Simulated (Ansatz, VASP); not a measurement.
# Si: VASP beside Ansatz

```
Si
1.0
     2.56025    0.00000    0.00000
    -1.28013    2.21724    0.00000
     0.00000    0.00000    2.40423
Si
1
Direct
  0.00000 0.00000 0.00000
```

This isn't the form of Si at room conditions, which is diamond.

Alike in both runs: task single point; functional PBEsol; k mesh 10 × 10 × 10; no spin polarisation.

|  | VASP | Ansatz |
| --- | --- | --- |
| version | VASP 6.6.1 | Ansatz 0.2.0 |
| potentials or method | VASP PAW PBE potentials, release 64 (Si) | plane waves, PAW |
| plane-wave cutoff (eV) | 520 | 450 |
| occupations | methfessel-paxton of order 1, width 0.05 eV | cold, width 0.05 eV |
| valence electrons in the cell | 4 | 4 |

```tsv
	VASP	Ansatz	Ansatz less VASP
pressure (GPa)	11.0	10.8	-0.23
largest component of the traceless stress (GPa)	6.82	7.02	+0.195
```

Caveats: the PAW data sets were made with another functional, which shifts forces and pressure a little (VASP).
